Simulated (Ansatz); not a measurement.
## Cost of a DFT run on AlAs

```yaml
crystal:
  lattice:
    - [0.0, 2.8304, 2.887008]
    - [2.8304, 0.0, 2.887008]
    - [2.8304, 2.8304, 0.0]
  atoms:
    - { symbol: Al, position: [0.0, 0.0, 0.0] }
    - { symbol: As, position: [0.25, 0.25, 0.25] }
kpoints:
  mp_grid: { grid: [13, 13, 13] }
scf:
  occupations: { method: fermi_dirac, width: 0.02 }
hamiltonian:
  xc: pbe
  pseudopotentials: { kind: paw }
output:
  forces: true
  stress: true
  populations: true
  efg:
    quadrupole_moments_barn: { Al: 0.1466, As: 0.311 }
    contact_densities: true
  write_density: true
  write_potential: true
  elf: true
  volumetric_format: npy
relax:
  f_tol: 0.02
  max_steps: 60
```

```sh
ansatz run input.yaml --threads 1 --pin off --max-ram 3072MiB --backend cpu --events-out ev --progress --plain --runs-dir out
```

It runs on 1 thread of Intel Xeon 6975P-C (Granite Rapids) (x86_64; 16 cores open to the job, memory cap 3.0 GiB, no GPU), a shared host with a load of 0.6 a core.

Task: Estimate the wall time and the peak memory.

Result: About 11 s of wall time (11 s of CPU time) and 0.51 GiB. The run holds 18 valence electrons in 13 bands, about 909 plane waves a k-point and 196 irreducible k-points, and took 6 SCF iterations, over 1 ionic steps. Times on a shared host vary by tens of per cent.
